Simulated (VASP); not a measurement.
Crystal: Ni.

```
Ni
1.0
    -1.39676    1.39676    1.39676
     1.39676   -1.39676    1.39676
     1.39676    1.39676   -1.39676
Ni
1
Direct
  0.00000 0.00000 0.00000
```

This isn't the form of Ni at room conditions, which is fcc.

| Quantity | Value |
| --- | --- |
| Program | VASP 6.6.1 |
| Task | relaxation of cell and atoms |
| Functional | PBEsol |
| Potentials or basis | VASP PAW PBE potentials, release 64 (Ni) |
| Cutoff | 580 eV |
| k mesh | 20 × 20 × 20 |
| Occupations | gaussian, width 0.1 eV |
| Spin | collinear spin, ferromagnetic start |
| Starting moments | [1.0] μB |

At the start: pressure -8.2 GPa; volume 10.90 Å³/atom.

**Question.** How do energy, volume and symmetry change on relaxing?

**Answer.** Over 3 steps the energy falls by 11.7 meV/atom and the volume is 10.46 Å³/atom (-4.0 %); space group Im-3m (No. 229, to 0.05 Å); moment 0.54 μB per cell.

The path:
```csv
step,energy change (eV),largest force (eV/Å),pressure (GPa),volume (Å³)
1,0.0000,0.0000,-8.17,10.90
2,0.0002,0.0000,9.65,10.05
3,-0.0117,0.0000,-0.04,10.46
```

Final structure:
```yaml
crystal:
  lattice:
    - [-1.37775, 1.37775, 1.37775]
    - [1.37775, -1.37775, 1.37775]
    - [1.37775, 1.37775, -1.37775]
  atoms:
    - { symbol: Ni, position: [0.00000, 0.00000, 0.00000] }
```

Caveat: the PAW data sets were made with another functional, which shifts forces and pressure a little.
